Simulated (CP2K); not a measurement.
Runs of CP2K 2026.2 on Si2W. The structure is tetragonal, space group I4/mmm (No. 139). The conventional cell has a = 3.214 Å, b = 3.214 Å, c = 7.830 Å, α = 90.00°, β = 90.00°, γ = 90.00°. Around W (site symmetry 4/mmm) lie 10 Si at 2.62 Å. Si (site symmetry 4mm) is surrounded by 5 Si at 2.59 to 2.63 Å and 5 W at 2.62 Å. 

```csv
task,level,points a segment of the path (NPOINTS),bands added on the path,CUTOFF of the grids,cutoff radius of the dispersion sum (A),cutoff of the non-local correlation (Ry),gap on the mesh (eV),pressure (GPa),largest force (eV/Å)
band structure,PBEsol,10,4,675 Ry,-,-,none,-0.4,0.03
single point,PBE+D3,-,-,450 Ry,20,-,none,-2.4,0.06
band structure,OLYP,10,4,675 Ry,-,-,none,-3.7,0.04
band structure,LDA,10,4,675 Ry,-,-,none,(b),0.02
single point,PBE+D3(BJ)+ATM,-,-,450 Ry,20,-,none,-3.5,0.06
band structure,HLE17,10,4,675 Ry,-,-,none,-23.9,(a)
band structure,optB88-vdW,10,4,675 Ry,-,150 Ry,none,5.4,-
single point,PBE+D4,-,-,450 Ry,20,-,none,-3.7,0.06
```

Alike in all rows: potentials or basis POTENTIAL_UZH W GTH-PBE-q14, Si GTH-PBE-q4; TZVP-MOLOPT-PBE-GTH basis; no spin polarisation; cell as given; k mesh 12 × 12 × 12; smearing fermi-dirac 0.05 eV.

Q: Fill in the values left out.

A: (a) 0.22; (b) -1.3.

Caveats: the basis of atomic orbitals isn't converged, which shifts pressures, moduli and gaps; the potentials were made for another functional, which shifts forces and pressure (some runs); spin-orbit coupling is left out, which moves the levels of the heavy elements (some runs); pairwise dispersion overbinds metals, which lowers pressure and volume (some runs); the potentials were made for a functional far from this one (some runs).

A k mesh can miss the band edges, and the runs leave out spin-orbit coupling on W.

A gap of «none» marks a metal or a gap under the smearing width.
